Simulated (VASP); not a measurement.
Crystal: AlRu.

```
Ru Al
1.0
     2.99160    0.00000    0.00000
     0.00000    2.99160    0.00000
     0.00000    0.00000    2.99160
Ru Al
1 1
Direct
  0.50000 0.50000 0.50000
  0.00000 0.00000 0.00000
```

| Property | Result |
| --- | --- |
| Program | VASP 6.6.1 |
| Task | relaxation of cell and atoms |
| Functional | optPBE-vdW |
| Potentials or basis | VASP PAW PBE potentials, release 64 (Ru_pv, Al) |
| Cutoff | 600 eV |
| k mesh | 9 × 9 × 9 |
| Occupations | fermi-dirac, width 0.05 eV |
| Spin | no spin polarisation |

At the start: pressure 3.8 GPa; volume 13.39 Å³/atom.

Q: Where does the relaxation end?

A: Over 3 steps the energy falls by 2.9 meV/atom and the volume is 13.64 Å³/atom (+1.9 %); space group Pm-3m (No. 221, to 0.05 Å).

The path:
| step | energy change (eV) | largest force (eV/Å) | pressure (GPa) | volume (Å³) |
| --- | --- | --- | --- | --- |
| 1 | 0.0000 | 0.0000 | 3.81 | 26.77 |
| 2 | 0.0067 | 0.0000 | -5.15 | 28.03 |
| 3 | -0.0058 | 0.0000 | -0.02 | 27.27 |

Final structure:
```
Ru Al
1.0
     3.01001    0.00000    0.00000
     0.00000    3.01001    0.00000
     0.00000    0.00000    3.01001
Ru Al
1 1
Direct
  0.50000 0.50000 0.50000
  0.00000 0.00000 0.00000
```

Caveat: the PAW data sets were made with another functional, which shifts forces and pressure a little.
